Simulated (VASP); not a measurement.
Here is a VASP 6.6.1 calculation.

POSCAR

```
TiO2
1.0
    4.5922000000      0.0000000000      0.0000000000
    0.0000000000      4.5922000000      0.0000000000
    0.0000000000      0.0000000000      2.9574000000
Ti O
2 4
Direct
    0.0000000000      0.0000000000      0.0000000000
    0.5000000000      0.5000000000      0.5000000000
    0.3049600000      0.3049600000      0.0000000000
    0.1950400000      0.8049600000      0.5000000000
    0.6950400000      0.6950400000      0.0000000000
    0.8049600000      0.1950400000      0.5000000000
```

File INCAR.step1:

```
SYSTEM = TiO2
ALGO     = Normal         ! electronic algorithm
EDIFF    = 1E-5           ! SCF threshold, eV
ENCUT    = 520            ! plane-wave cutoff, eV
GGA      = PE             ! functional
ISIF     = 2              ! what is computed and relaxed
ISMEAR   = -1             ! smearing method
KPAR     = 4            
LASPH    = .True.         ! aspherical terms in the spheres
LCHARG   = .False.        ! write CHGCAR
LREAL    = .False.        ! projectors in reciprocal space
LWAVE    = .True.         ! write WAVECAR
NELM     = 80             ! most SCF steps
PREC     = Accurate       ! precision mode
SIGMA    = 0.02           ! smearing width, eV
```

File INCAR.step2:

```
SYSTEM = TiO2
ALGO     = Normal         ! electronic algorithm
EDIFF    = 1E-6           ! SCF threshold, eV
ENCUT    = 520            ! plane-wave cutoff, eV
GGA      = PE             ! functional
HFSCREEN = 0.2            ! screening, 1/A
ISIF     = 2              ! what is computed and relaxed
ISMEAR   = -1             ! smearing method
ISTART   = 1            
KPAR     = 4            
LASPH    = .True.         ! aspherical terms in the spheres
LCHARG   = .False.        ! write CHGCAR
LHFCALC  = .True.         ! exact exchange
LREAL    = .False.        ! projectors in reciprocal space
LWAVE    = .False.        ! write WAVECAR
NELM     = 80             ! most SCF steps
PREC     = Accurate       ! precision mode
PRECFOCK = Fast         
SIGMA    = 0.02           ! smearing width, eV
```

The input KPOINTS:

```
k-points
0
Gamma
  4 4 6
  0 0 0
```

Potentials or basis: VASP PAW PBE potentials, release 64 (Ti_sv, O).

Launch:

```console
$ cat potpaw_PBE.64/Ti_sv/POTCAR potpaw_PBE.64/O/POTCAR > POTCAR
$ cp INCAR.step1 INCAR
$ mpirun -np 4 vasp_std > vasp.out
$ cp INCAR.step2 INCAR
$ mpirun -np 4 vasp_std > vasp.out
```

(1) Estimate the band gap on the k mesh.

(2) What does it give for the pressure?

(3) Predict the largest force.

Answers

(1) 3.39 eV, direct.

(2) -2.0 GPa.

(3) 0.065 eV/Å.

Caveat: the PAW data sets were made with another functional, which shifts forces and pressure a little.

**Experimental background.**

“Shallow Valence Band of Rutile GeO2 and P-type Doping”, 2020, arxiv:2011.08928 quotes, for a bulk crystal of TiO2 at 1.6 K: band gap 3.03 eV (direct).

Against the measured gap of TiO2, 3.03 eV (direct; 1.6 K; quoted in “Shallow Valence Band of Rutile GeO2 and P-type Doping”, 2020, arxiv:2011.08928), the calculated 3.39 eV is off by +0.36 eV. 2 values of this kind are on record in papers (3.03 to 3.05 eV); this one was drawn at random among those near their median. The value is that of HSE06 on a finite k mesh, which can miss the band edges, without temperature or zero-point motion.
